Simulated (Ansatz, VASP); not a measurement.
Two plane-wave programs on Fe

Contents of INCAR:

```
SYSTEM = Fe
PREC = Accurate ; ENCUT = 520
EDIFF = 1E-6 ; ISMEAR = -1
SIGMA = 0.1 ; LREAL = .FALSE.
LASPH = .TRUE. ; NELM = 60
ALGO = Normal ; ISIF = 2
LWAVE = .FALSE. ; LCHARG = .FALSE.
GGA = B5 ; ALDAX = 1.0
AGGAX = 1.0 ; AGGAC = 1.0
ALDAC = 0.0 ; NBANDS = 10
```

The input KPOINTS:

```
regular mesh
0
G
  17 17 17
  0 0 0
```

Contents of POSCAR:

```
Fe
1.0
    0.0000000000      1.7714879621      1.7714879621
    1.7714879621      0.0000000000      1.7714879621
    1.7714879621      1.7714879621      0.0000000000
Fe
1
Direct
    0.0000000000      0.0000000000      0.0000000000
```

Input for Ansatz:

```yaml
crystal:
  lattice:
    - [0.0, 1.7714879621, 1.7714879621]
    - [1.7714879621, 0.0, 1.7714879621]
    - [1.7714879621, 1.7714879621, 0.0]
  atoms:
    - { symbol: Fe, position: [0.0, 0.0, 0.0] }
hamiltonian:
  xc: blyp
  pseudopotentials:
    kind: paw
    azcp:
      Fe: "pseudopotentials/Fe.paw.azcp"
basis:
  ecutwfc: 420
  fft_grid_basis: typed
kpoints:
  mp_grid: { grid: [17, 17, 17], shift: [0, 0, 0] }
magnetization:
  spin_polarized: false
scf:
  occupations: { method: fermi_dirac, width: 0.1 }
  lower_state_search: "off"
output:
  stress: true
```

Alike in both runs: task single point; functional BLYP; k mesh 17 × 17 × 17; occupations fermi-dirac, width 0.1 eV; no spin polarisation.

|  | VASP | Ansatz |
| --- | --- | --- |
| version | VASP 6.6.1 | Ansatz 0.2.0 |
| potentials or method | VASP PAW PBE potentials, release 64 (Fe) | plane waves (420 eV) with PAW, scalar-relativistic |
| plane-wave cutoff (eV) | 520 | 420 |
| valence electrons in the cell | 8 | 16 |

VASP gave:

```
pressure (GPa) : -8.7
```

Q: Which values does Ansatz return?

A: Pressure (GPa): -8.9.

The functional is the same, so the differences come from potentials, cutoffs and numerics. The two sets of potentials don't hold the same shells in valence.

Caveats: the PAW data sets were made with another functional, which shifts forces and pressure a little (VASP); the run has no spin polarisation, though such a crystal can be magnetic. Spin polarisation is off, so any magnetic state and its effect on volume and gap are missing.
